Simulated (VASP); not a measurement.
# KI (Fm-3m) in VASP: notebook, part 2 of 2

VASP 6.6.1. Earlier steps stand in the parts before.

## Step 4: Single point, PBE

This run uses another cell than the first one, of 44.09 Å³/atom, 1.020 times its volume.

INCAR

```
SYSTEM = KI
PREC = Accurate
ENCUT = 500
EDIFF = 1E-6
ISMEAR = 0
SIGMA = 0.01
LREAL = .False.
LASPH = .True.
NELM = 120
ALGO = Normal
ISIF = 2
LWAVE = .False.
LCHARG = .False.
GGA = PE
NBANDS = 15
GGA_COMPAT = .False.
```

KPOINTS

```
Automatic mesh
0
Gamma
  4 4 4
  0 0 0
```

POSCAR

```
KI
1.0
    0.0000000000      3.5327750000      3.5327750000
    3.5327750000      0.0000000000      3.5327750000
    3.5327750000      3.5327750000      0.0000000000
I K
1 1
Direct
    0.5000000000      0.5000000000      0.5000000000
    0.0000000000      0.0000000000      0.0000000000
```

Started as:

```sh
cat potpaw_PBE.64/I/POTCAR potpaw_PBE.64/K_sv/POTCAR > POTCAR
mpirun -np 1 vasp_std > vasp.out
```

Run time: 8.5 s. Hardware: 1 thread of Intel Xeon 6975P-C (Granite Rapids), shared host; peak memory 0.2 GiB.

Results (log left out):

* Free energy: -5.5554 eV
* Pressure: 0.6 GPa
* Band gap on the k mesh: 3.96 eV, direct

Levels at points of the mesh, in eV from the valence-band top:
```
           k point  band 4  band 5  band 6  band 7  band 8  band 9  band 10  band 11  band 12  band 13
(0.00, 0.00, 0.00)  -11.99  -10.50    0.00    0.00    0.00    3.96     6.50     6.50     6.50     7.21
(0.50, 0.00, 0.00)  -11.99  -10.22   -1.32   -0.34   -0.34    5.52     7.71     8.14     8.14     8.70
(0.50, 0.50, 0.00)  -12.01  -10.36   -1.00   -0.37   -0.37    4.93     5.77     8.10     8.71     8.81
```

Caveat: spin-orbit coupling is left out, which moves the levels of the heavy elements.

## Step 5: Single point, PBE

This run uses another cell than the first one, of 44.09 Å³/atom, 1.020 times its volume.

INCAR

```
  PREC = Accurate
  ENCUT = 500
  EDIFF = 1E-6
  ISMEAR = -1
  SIGMA = 0.02
  LREAL = F
  LASPH = T
  NELM = 120
  ALGO = Normal
  ISIF = 2
  LWAVE = F
  LCHARG = F
  GGA = PE
  NBANDS = 15
  GGA_COMPAT = F
```

KPOINTS

```
regular mesh
0
Gamma
  6 6 6
```

POSCAR is that of step 4.

Potentials or basis: VASP PAW PBE potentials, release 64 (I, K_sv).

Started as:

```sh
cat potpaw_PBE.64/I/POTCAR potpaw_PBE.64/K_sv/POTCAR > POTCAR
mpirun -np 1 vasp_std > vasp.out
```

OUTCAR:

```text
PREC = Accurate
   ENCUT = 500
   EDIFF = 1E-6
   ISMEAR = -1
   LREAL = F
   LASPH = T
   NELM = 120
   ISIF = 2
   GGA = PE

 ion  position               nearest neighbor table
   1  0.500  0.500  0.500-   2 3.53   2 3.53   2 3.53   2 3.53   2 3.53   2 3.53
   2  0.000  0.000  0.000-   1 3.53   1 3.53   1 3.53   1 3.53   1 3.53   1 3.53

  LATTYP: Found a face centered cubic cell.
 ALAT       =     7.0655500000

  Lattice vectors:

 A1 = (   0.0000000000,   3.5327750000,   3.5327750000)
 A2 = (   3.5327750000,   0.0000000000,   3.5327750000)
 A3 = (   3.5327750000,   3.5327750000,   0.0000000000)

Analysis of symmetry for initial positions (statically):
=====================================================================
 Subroutine PRICEL returns:
 Original cell was already a primitive cell.

 Routine SETGRP: Setting up the symmetry group for a
 face centered cubic supercell.

 Subroutine GETGRP returns: Found 48 space group operations
 (whereof 48 operations were pure point group operations)
 out of a pool of 48 trial point group operations.

The static configuration has the point symmetry O_h .

Analysis of symmetry for dynamics (positions and initial velocities):
=====================================================================
 Subroutine PRICEL returns:
 Original cell was already a primitive cell.

 Routine SETGRP: Setting up the symmetry group for a
 face centered cubic supercell.

 Subroutine GETGRP returns: Found 48 space group operations
 (whereof 48 operations were pure point group operations)
 out of a pool of 48 trial point group operations.

The dynamic configuration has the point symmetry O_h .

 Subroutine INISYM returns: Found 48 space group operations
 (whereof 48 operations are pure point group operations),
 and found     1 'primitive' translations

----------------------------------------------------------------------------------------

                                     Primitive cell

  volume of cell :      88.1816

  direct lattice vectors                    reciprocal lattice vectors
     0.000000000  3.532775000  3.532775000    -0.141531799  0.141531799  0.141531799
     3.532775000  0.000000000  3.532775000     0.141531799 -0.141531799  0.141531799
     3.532775000  3.532775000  0.000000000     0.141531799  0.141531799 -0.141531799

  length of vectors
     4.996098318  4.996098318  4.996098318     0.245140266  0.245140266  0.245140266

  position of ions in fractional coordinates (direct lattice)
     0.500000000  0.500000000  0.500000000
     0.000000000  0.000000000  0.000000000

  ion indices of the primitive-cell ions
   primitive index   ion index
                 1           1
                 2           2

----------------------------------------------------------------------------------------

 KPOINTS: regular mesh

Automatic generation of k-mesh.
 Grid dimensions read from file:
 generate k-points for:    6    6    6

 Generating k-lattice:

  Cartesian coordinates                     Fractional coordinates (reciprocal lattice)
    -0.023588633  0.023588633  0.023588633     0.166666667  0.000000000  0.000000000
     0.023588633 -0.023588633  0.023588633     0.000000000  0.166666667  0.000000000
     0.023588633  0.023588633 -0.023588633     0.000000000  0.000000000  0.166666667

  Length of vectors
     0.040856711  0.040856711  0.040856711

  Shift w.r.t. Gamma in fractional coordinates (k-lattice)
     0.000000000  0.000000000  0.000000000

 Subroutine IBZKPT returns following result:
 ===========================================

 Found     16 irreducible k-points:

 Following reciprocal coordinates:
            Coordinates               Weight
  0.000000  0.000000  0.000000      1.000000
  0.166667  0.000000  0.000000      8.000000
  0.333333  0.000000  0.000000      8.000000
  0.500000  0.000000  0.000000      4.000000
  0.166667  0.166667  0.000000      6.000000
  0.333333  0.166667  0.000000     24.000000
[... 8 lines left out ...]
 -0.333333  0.333333  0.166667     24.000000
 -0.333333  0.500000  0.166667     12.000000
   k-points           NKPTS =     16   k-points in BZ     NKDIM =     16   number of bands    NBANDS=     15
   number of dos      NEDOS =    301   number of ions     NIONS =      2
   total plane-waves  NPLWV =  46656
   dimension x,y,z NGX =    36 NGY =   36 NGZ =   36
   dimension x,y,z NGXF=    72 NGYF=   72 NGZF=   72
   ions per type =               1   1
   NGX,Y,Z   is equivalent  to a cutoff of  11.98, 11.98, 11.98 a.u.
   NGXF,Y,Z  is equivalent  to a cutoff of  23.96, 23.96, 23.96 a.u.
 SYSTEM =  unknown system
   PREC   = accura    normal or accurate (medium, high low for compatibility)
   ISTART =      0    job   : 0-new  1-cont  2-samecut
   ICHARG =      2    charge: 1-file 2-atom 10-const
   ISPIN  =      1    spin polarized calculation?
   LNONCOLLINEAR =      F non collinear calculations
   LSORBIT =      F    spin-orbit coupling
   LASPH  =      T    aspherical Exc in radial PAW
   ENCUT  =  500.0 eV  36.75 Ry    6.06 a.u.   9.11  9.11  9.11*2*pi/ulx,y,z
   NELM   =    120;   NELMIN=  2; NELMDL= -5     # of ELM steps
   EDIFF  = 0.1E-05   stopping-criterion for ELM
   LREAL  =      F    real-space projection
   EDIFFG = 0.1E-04   stopping-criterion for IOM
   NSW    =      0    number of steps for IOM
   IBRION =     -1    ionic relax: 0-MD 1-quasi-New 2-CG
   NFREE  =      0    steps in history (QN), initial steepest desc. (CG)
   ISIF   =      2    stress and relaxation
   ISYM   =      2    0-nonsym 1-usesym 2-fastsym
   POTIM  = 0.5000    time-step for ionic-motion
   TEBEG  =    0.0;   TEEND  =   0.0 temperature during run
   PSTRESS=    0.0 pullay stress
   NELECT =      16.0000    total number of electrons
   NUPDOWN=      -1.0000    fix difference up-down
   EMIN   =  10.00;   EMAX   =-10.00  energy-range for DOS
   EFERMI =   0.00;   METHOD = LEGACY
   ISMEAR =    -1;   SIGMA  =   0.02  broadening in eV -4-tet -1-fermi 0-gaus
   EFERMI_NEDOS =   21; number of points for ismear=-14 and -15
   IALGO  =     38    algorithm
   IMIX   =      4    mixing-type and parameters
     AMIX     =   0.40;   BMIX     =  1.00
     AMIX_MAG =   1.60;   BMIX_MAG =  1.00
  volume/ion in A,a.u.               =      44.09       297.54
  Fermi-wavevector in a.u.,A,eV,Ry     =   0.926806  1.751409 11.686988  0.858969
  Thomas-Fermi vector in A             =   2.052808
   LORBIT       =      0    0 simple, 1 ext, 2 COOP (PROOUT), +10 PAW based schemes
   GGA     = PE    functional components
   LHFCALC =     F    Hartree Fock is set to
   AEXX    =    0.0000 exact exchange contribution
   IVDW    =     0    specifies the selected vdW correction
   LEPSILON=     F    determine dielectric tensor
   LRPA    =     F    only Hartree local field effects (RPA)
 non-spin polarized calculation
  energy-cutoff  :      500.00
  volume of cell :       88.18
 maximum number of plane-waves:      2253
   NGX = 19   NGY = 19   NGZ = 19

 number of electron      16.0000000 magnetization

 Free energy of the ion-electron system (eV)
  ---------------------------------------------------
  ext. energy  EPLUGINS =         0.00000000
  ---------------------------------------------------
  free energy    TOTEN  =        -5.55631025 eV

  energy without entropy =       -5.55631025  energy(sigma->0) =       -5.55631025

 E-fermi :   0.0269     XC(G=0):  -7.1780

 val. band max:       -0.4158567758   @ k =   0.0000   0.0000   0.0000
 cond. band min:       3.5466661052   @ k =   0.0000   0.0000   0.0000
 fundamental gap:      3.9625228810
 Fermi energy:         0.0268837819

 k-point     1 :       0.0000    0.0000    0.0000
  band No.  band energies     occupation
      1     -28.9179      2.00000
      2     -12.4054      2.00000
      3     -12.4054      2.00000
      4     -12.4054      2.00000
      5     -10.9180      2.00000
      6      -0.4159      2.00000
      7      -0.4159      2.00000
      8      -0.4159      2.00000
      9       3.5467      0.00000
     10       6.0811      0.00000
     11       6.0811      0.00000
     12       6.0811      0.00000
     13       6.7982      0.00000
     14       6.7982      0.00000
[... 257 lines left out ...]
      2     -12.4478      2.00000
      3     -12.4438      2.00000
      4     -12.4303      2.00000
      5     -10.7305      2.00000
      6      -1.2864      2.00000
      7      -0.9777      2.00000
      8      -0.9592      2.00000
      9       5.2500      0.00000
     10       5.9740      0.00000
     11       6.9917      0.00000
     12       7.9048      0.00000
     13       8.1298      0.00000
     14       9.2233      0.00000
     15       9.6602      0.00000

------------------------ aborting loop because EDIFF is reached ----------------------------------------

  FORCE on cell =-STRESS in cart. coord.  units (eV):
  Direction    XX          YY          ZZ          XY          YZ          ZX
  --------------------------------------------------------------------------------------
  -------------------------------------------------------------------------------------
  Total        0.3423501      0.3423501      0.3423501      0.0000000      0.0000000      0.0000000
  in kB        6.2201819      6.2201819      6.2201819      0.0000000      0.0000000      0.0000000
  external PRESSURE =       6.2201819 kB  Pullay stress =       0.0000000 kB

 VOLUME and BASIS-vectors are now :
 -----------------------------------------------------------------------------
  energy-cutoff  :      500.00
  volume of cell :       88.18
      direct lattice vectors                 reciprocal lattice vectors
     0.000000000  3.532775000  3.532775000    -0.141531799  0.141531799  0.141531799
     3.532775000  0.000000000  3.532775000     0.141531799 -0.141531799  0.141531799
     3.532775000  3.532775000  0.000000000     0.141531799  0.141531799 -0.141531799

 POSITION                                       TOTAL-FORCE (eV/Angst)
 -----------------------------------------------------------------------------------
      3.53277      3.53277      3.53277         0.000000      0.000000     -0.000000
      0.00000      0.00000      0.00000        -0.000000     -0.000000      0.000000
 -----------------------------------------------------------------------------------
    total drift:                                0.000000      0.000000      0.000000

  FREE ENERGIE OF THE ION-ELECTRON SYSTEM (eV)
  ---------------------------------------------------
  free  energy   TOTEN  =        -5.5563102469 eV

  energy  without entropy=       -5.5563102469  energy(sigma->0) =       -5.55631025
```

stdout:

```text
POSCAR found type information on POSCAR I K
 POSCAR found :  2 types and       2 ions
 scaLAPACK will be used
 LDA part: xc-table for (Slater+PW92), standard interpolation
 POSCAR, INCAR and KPOINTS ok, starting setup
 FFT: planning ... GRIDC
 FFT: planning ... GRID_SOFT
 FFT: planning ... GRID
 WAVECAR not read
 entering main loop
```

Run time: 11 s. Hardware: 1 thread of Intel Xeon 6975P-C (Granite Rapids), shared host; peak memory 0.2 GiB.

What came out:

```yaml
Free_energy: -5.5563 eV
Pressure: 0.6 GPa
Band_gap_on_the_k_mesh: 3.96 eV, direct
```

Caveat: spin-orbit coupling is left out, which moves the levels of the heavy elements.

## Step 6: Single point, r2SCAN0

This run uses another cell than the first one, of 44.09 Å³/atom, 1.020 times its volume.

POSCAR is that of step 5.

INCAR.step1

```
  PREC = Accurate
  ENCUT = 520
  EDIFF = 1E-5
  ISMEAR = -1
  SIGMA = 0.05
  LREAL = False
  LASPH = True
  NELM = 100
  ALGO = Normal
  ISIF = 2
  LWAVE = True
  LCHARG = False
  GGA = PE
  NBANDS = 15
```

INCAR.step2

```
  PREC = Accurate
  ENCUT = 520
  EDIFF = 1E-6
  ISMEAR = -1
  SIGMA = 0.05
  LREAL = False
  LASPH = True
  NELM = 100
  ALGO = Normal
  ISIF = 2
  LWAVE = False
  LCHARG = False
  METAGGA = R2SCAN
  LHFCALC = True
  AEXX = 0.25
  LMIXTAU = True
  PRECFOCK = Normal
  ISTART = 1
  NBANDS = 15
```

KPOINTS

```
regular mesh
0
Gamma
  4 4 4
```

Potentials or basis: VASP PAW PBE potentials, release 64 (I, K_sv).

Started as:

```sh
cat potpaw_PBE.64/I/POTCAR potpaw_PBE.64/K_sv/POTCAR > POTCAR
cp INCAR.step1 INCAR
mpirun -np 1 vasp_std > vasp.out
cp INCAR.step2 INCAR
mpirun -np 1 vasp_std > vasp.out
```

Wall time 6.9 min (1 thread of Intel Xeon Platinum 8375C at 2.90GHz (Ice Lake), shared host); peak memory 0.27 GiB.

It converged, with:

| Property | Result |
| --- | --- |
| Free energy | -28.3043 eV |
| Pressure | 0.0 GPa |
| Band gap on the k mesh | 6.00 eV, direct |

Levels at points of the mesh, in eV from the valence-band top:
```
           k point  band 6  band 7  band 8  band 9  band 10  band 11
(0.00, 0.00, 0.00)    0.00    0.00    0.00    6.00     8.70     8.70
(0.50, 0.00, 0.00)   -1.44   -0.36   -0.36    7.46    10.00    10.35
(0.50, 0.50, 0.00)   -1.12   -0.41   -0.41    6.89     7.99    10.70
```

Caveat: the PAW data sets were made with another functional, which shifts forces and pressure a little; spin-orbit coupling is left out, which moves the levels of the heavy elements.

## Step 7: The runs side by side

| level | cell | k mesh | cutoff (eV) | smearing | grid for exact exchange (PRECFOCK) | gap on the mesh (eV) | pressure (GPa) |
| --- | --- | --- | --- | --- | --- | --- | --- |
| PBEsol | a = 4.963 Å, angles 60.0°, 2 atoms | 7 × 7 × 7 | 520 | fermi-dirac 0.05 eV | - | 3.86 | 0.0 |
| PBE | a = 4.996 Å, angles 60.0°, 2 atoms | 4 × 4 × 4 | 500 | gaussian 0.01 eV | - | 3.96 | 0.6 |
| PBE | a = 4.996 Å, angles 60.0°, 2 atoms | 6 × 6 × 6 | 500 | fermi-dirac 0.02 eV | - | 3.96 | 0.6 |
| r2SCAN0 | a = 4.996 Å, angles 60.0°, 2 atoms | 4 × 4 × 4 | 520 | fermi-dirac 0.05 eV | Normal | 6.00 | 0.0 |

Alike in all rows: task single point; potentials or basis VASP PAW PBE potentials, release 64 (I, K_sv); no spin polarisation.

Caveats: spin-orbit coupling is left out, which moves the levels of the heavy elements; the PAW data sets were made with another functional, which shifts forces and pressure a little (some runs).

Total energies depend on the potentials used, so only differences within one code and one set of settings carry meaning.

## Step 8: Comparison with measurements

Step 3. A measured gap of KI is 6.32 eV (a printed reference work, monograph); the calculated 3.96 eV misses it by -2.36 eV. Spin-orbit coupling on I is left out. The value is that of PBE, without temperature or zero-point motion. Semilocal functionals fall short of measured gaps as a rule.

Step 4. Measured gap of KI: 6.32 eV (a printed reference work, monograph). This calculation gives 3.96 eV (-2.36 eV). Spin-orbit coupling on I is left out. The value is that of PBE, without temperature or zero-point motion. Semilocal functionals fall short of measured gaps as a rule.

Step 5. Measured gap of KI: 6.32 eV (a printed reference work, monograph). This calculation gives 3.96 eV (-2.36 eV). Spin-orbit coupling on I is left out. The value is that of PBE, without temperature or zero-point motion. Semilocal functionals fall short of measured gaps as a rule.

Step 6. A measured gap of KI is 6.32 eV (a printed reference work, monograph); the calculated 6.00 eV misses it by -0.32 eV. Spin-orbit coupling on I is left out. The value is that of r2SCAN0, without temperature or zero-point motion.
